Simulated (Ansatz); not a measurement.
Wanted: the native input for an Ansatz 0.2.0 run.

```yaml
Task: projected density of states
Functional: LDA
Potentials_or_basis: Ansatz PAW
Cutoff: "420 eV (not typed: the program's choice for these potentials)"
k_mesh: 4 × 4 × 6
Occupations: fermi-dirac, width 0.05 eV
Spin: no spin polarisation
```

Crystal: TiSi2.

```
CELL_PARAMETERS angstrom
4.37464 0.00000 0.00000
-2.18732 3.78855 0.00000
0.00000 0.00000 2.56101
ATOMIC_POSITIONS crystal
Ti 0.00000 0.00000 0.00000
Si 0.33333 0.66667 0.50000
Si 0.66667 0.33333 0.50000
```

The cell was built by a generator and needn't be a form met in nature.

One way to write it, as run:

input.yaml

```yaml
crystal:
  lattice:
    - [4.37464, 0.0, 0.0]
    - [-2.18732, 3.78855, 0.0]
    - [0.0, 0.0, 2.56101]
  atoms:
    - { symbol: Ti, position: [0.0, 0.0, 0.0] }
    - { symbol: Si, position: [0.33333, 0.66667, 0.5] }
    - { symbol: Si, position: [0.66667, 0.33333, 0.5] }
hamiltonian:
  xc: lda
  pseudopotentials: { kind: paw }
kpoints:
  mp_grid: { grid: [4, 4, 6] }
scf:
  occupations: { method: fermi_dirac, width: 0.05 }
  n_extra_bands: 7
output:
  forces: true
  stress: true
  eigenvalues: true
  dos: { projected: true, de: 0.05, nscf_kmesh: { grid: [6, 6, 9] } }
```

Potentials or basis: Ansatz PAW.

Command:

```sh
$ ansatz run input.yaml --threads 2 --pin off --max-ram 5632MiB --backend cpu --events-out ev --progress --plain --runs-dir out
```

It gave:

```json
{"Pressure": "-5.4 GPa", "Band gap on the k mesh": "none (metal or under the smearing width)", "Density of states at the Fermi level": "2.01 states/eV per cell"}
```

Caveat: the k mesh is coarse (spacing up to 0.41 Å⁻¹), so the values aren't converged; the PAW data sets come from PBE, with cores solved anew for the run's functional, which leaves a small shift of forces and pressure; the density of states is complete only up to the lowest level of the last band computed.

It took 1.3 s on 2 threads of Arm Neoverse V1 (shared host), peak memory 0.28 GiB.
